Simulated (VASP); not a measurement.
Crystal: CdF2.

```
Cd F
1.0
     0.00000    2.69400    2.69400
     2.69400    0.00000    2.69400
     2.69400    2.69400    0.00000
Cd F
1 2
Direct
  0.00000 0.00000 0.00000
  0.75000 0.75000 0.75000
  0.25000 0.25000 0.25000
```

Program: VASP 6.6.1. Alike in all runs: cell as given; cutoff (eV) 520.

Question: Order these runs on this cell by their pressure, lowest first.
A. level PBE; potentials or basis VASP PAW PBE potentials, release 64 (Cd, F); spin off; k mesh 9 × 9 × 9; smearing fermi-dirac 0.05 eV
B. level LDA; potentials or basis VASP PAW LDA potentials, release 64 (Cd, F); spin SOC, no magnetisation; k mesh 6 × 6 × 6; smearing gaussian 0.02 eV; ladder gaps
C. level r2SCAN; potentials or basis VASP PAW PBE potentials, release 64 (Cd, F); spin SOC, no magnetisation; k mesh 6 × 6 × 6; smearing gaussian 0.02 eV; ladder gaps

Answer: B (-4.8 GPa), C (1.0 GPa), A (6.2 GPa).

Caveats: an odd mesh through Γ misses points on the zone boundary, where band edges often lie (some runs); the PAW data sets were made with another functional, which shifts forces and pressure a little (some runs).

Not every run made on this cell is shown here.
